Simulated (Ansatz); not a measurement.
Theory: DFT PBE, scalar-relativistic, plane waves, PAW (Ansatz 0.2.0). Settings: cutoff 420 eV, Γ-centred meshes spaced at most about 0.3 Å⁻¹ (2π included), Gaussian smearing. No spin polarisation.

All energies are static (0 K, no zero-point motion).

Two forms of Zn₂SnO₃ were relaxed alike.

A.

```cif
data_structure
_symmetry_space_group_name_H-M 'Cmc2_1'
_symmetry_Int_Tables_number 36
_cell_length_a 10.3974
_cell_length_b 5.6777
_cell_length_c 5.7629
_cell_angle_alpha 90.000
_cell_angle_beta 90.000
_cell_angle_gamma 90.000
_cell_volume 340.20
loop_
_atom_site_label
_atom_site_type_symbol
_atom_site_symmetry_multiplicity
_atom_site_Wyckoff_symbol
_atom_site_fract_x
_atom_site_fract_y
_atom_site_fract_z
_atom_site_occupancy
Zn1 Zn 8 b 0.17050 0.67683 0.99689 1
Sn1 Sn 4 a 0.00000 0.77815 0.51686 1
O1 O 8 b 0.18665 0.64614 0.34444 1
O2 O 4 a 0.00000 0.14827 0.47349 1
```

B.

```cif
data_structure
_symmetry_space_group_name_H-M 'Cm'
_symmetry_Int_Tables_number 8
_cell_length_a 6.0749
_cell_length_b 10.3188
_cell_length_c 5.5634
_cell_angle_alpha 90.000
_cell_angle_beta 92.128
_cell_angle_gamma 90.000
_cell_volume 348.51
loop_
_atom_site_label
_atom_site_type_symbol
_atom_site_symmetry_multiplicity
_atom_site_Wyckoff_symbol
_atom_site_fract_x
_atom_site_fract_y
_atom_site_fract_z
_atom_site_occupancy
Zn1 Zn 4 b 0.33716 0.82279 0.99187 1
Zn2 Zn 4 b 0.66400 0.83007 0.49765 1
Sn1 Sn 2 a 0.18473 0.00000 0.54488 1
Sn2 Sn 2 a 0.83008 0.00000 0.03325 1
O1 O 4 b 0.36199 0.80915 0.62773 1
O2 O 2 a 0.77840 0.00000 0.64300 1
O3 O 4 b 0.63878 0.80883 0.13489 1
O4 O 2 a 0.20313 0.00000 0.92888 1
```

**Question.** Which is lower in energy, and by how much?

**Answer.** B is lower, by 35 meV/atom. A has Zn and Sn ordered on wurtzite sites, space group Cmc2_1 (No. 36), 14.2 Å³/atom and a gap of 1.42 eV on its mesh; B has space group Cm (No. 8), 14.5 Å³/atom and a gap of 1.26 eV. Counting O atoms around Sn and Zn (those within 1.25 times the shortest such distance or 1.15 times the sum of covalent radii; a plus sign parts nearer from farther groups; a slash parts the counts of unlike sites), A has Zn 4, Sn 3 and B has Zn 4, Sn 3+1/4. In A, Zn is surrounded by 4 O at 2.00–2.04 Å; Sn has 1 O at 2.12 Å, 2 O at 2.31 Å and 1 O at 2.66 Å; O on a site of symmetry 1 is surrounded by 3 Zn at 2.00–2.04 Å and 1 Sn at 2.31 Å; 1 more site not described. In B, Zn on its first site is surrounded by 4 O at 1.98–2.04 Å; around Sn on its first site lie 1 O at 2.14 Å, 2 O at 2.28 Å and 1 O at 2.55 Å; O on a site of symmetry 1 is surrounded by 3 Zn at 1.99–2.04 Å and 1 Sn at 2.28 Å; 5 more sites not described. Origin: A, invented; B, invented, then shaken at random and relaxed again.

Kohn–Sham gaps at this level usually fall short of measured ones. Cells relaxed within their symmetry can be saddle points.
